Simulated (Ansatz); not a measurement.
# Ti: substituted relatives

One table from this session's results is given with a row withheld; the runs are named, their logs left out.

Computed with Ansatz 0.2.0 (DFT PBEsol, scalar-relativistic, plane waves, PAW, unless a step's input says otherwise).

1 further run of the same task is left out (set aside as unsound or not needed).

### The starting structure

The structure is hexagonal, space group P6_3/mmc (No. 194). Conventional cell: a = 2.900 Å, b = 2.900 Å, c = 4.591 Å, α = 90.00°, β = 90.00°, γ = 120.00°. Ti (site symmetry -6m2) is surrounded by 12 Ti at 2.84 to 2.90 Å.

As a file:

```
Ti
1.0
     2.90044    0.00000    0.00000
    -1.45022    2.51185    0.00000
     0.00000    0.00000    4.59099
Ti
2
Direct
  0.33333 0.66667 0.25000
  0.66667 0.33333 0.75000
```

This cell was relaxed beforehand with the same method: volume 16.72 Å³/atom, gap on the mesh none (metal).

Set-up of the first run:

input.yaml reads:

```yaml
crystal:
  lattice:
    - [2.723470483, 0.0, 0.0]
    - [-1.3617352415, 2.3585946247, 0.0]
    - [0.0, 0.0, 4.3108796119]
  atoms:
    - { symbol: Pb, position: [0.3333333333, 0.6666666667, 0.25] }
    - { symbol: Pb, position: [0.6666666667, 0.3333333333, 0.75] }
basis:
  ecutwfc: 420
kpoints:
  mp_grid: { grid: [6, 6, 4] }
hamiltonian:
  xc: pbesol
scf:
  occupations: { method: gaussian, width: 0.1 }
output:
  forces: true
  stress: true
  eigenvalues: true
```

Started as:

```console
$ ansatz run input.yaml --threads 1 --pin off --max-ram 2560MiB --backend cpu --events-out ev --progress --plain --runs-dir out
```

Steps of the session up to this table: Probe: one point at the start (Pb); Rough relaxation on the coarse mesh (Pb); Relaxing cell and atoms (Pb); Quick check of gap, pressure and forces (Sc); Coarse relaxation (Sc); Full relaxation (Sc).

One of the session's tables, all rows but one given; the rest of the session is left out.

Lengths are those of the vectors of the cell that was run:

| swap | volume (Å³/atom) | a (Å) | b (Å) | c (Å) |
| --- | --- | --- | --- | --- |
| none | 16.72 | 2.900 | 2.900 | 4.591 |
| Ti → Ir | 14.11 | 2.719 | 2.719 | 4.408 |
| Ti → Zr | 22.47 | 3.186 | 3.186 | 5.112 |
| Ti → Mn | ? | ? | ? | ? |
| Ti → Pb | 29.94 | 3.458 | 3.458 | 5.780 |
| Ti → Sc | 23.64 | 3.278 | 3.278 | 5.083 |

Q: Estimate the row for Ti → Mn from the others.

The run gave: volume (Å³/atom): 10.32; a (Å): 2.452; b (Å): 2.452; c (Å): 3.966. In the column «volume (Å³/atom)» it is the lowest.

Lengths are those of the computed cell. Rows of earlier swaps come from the sessions before.
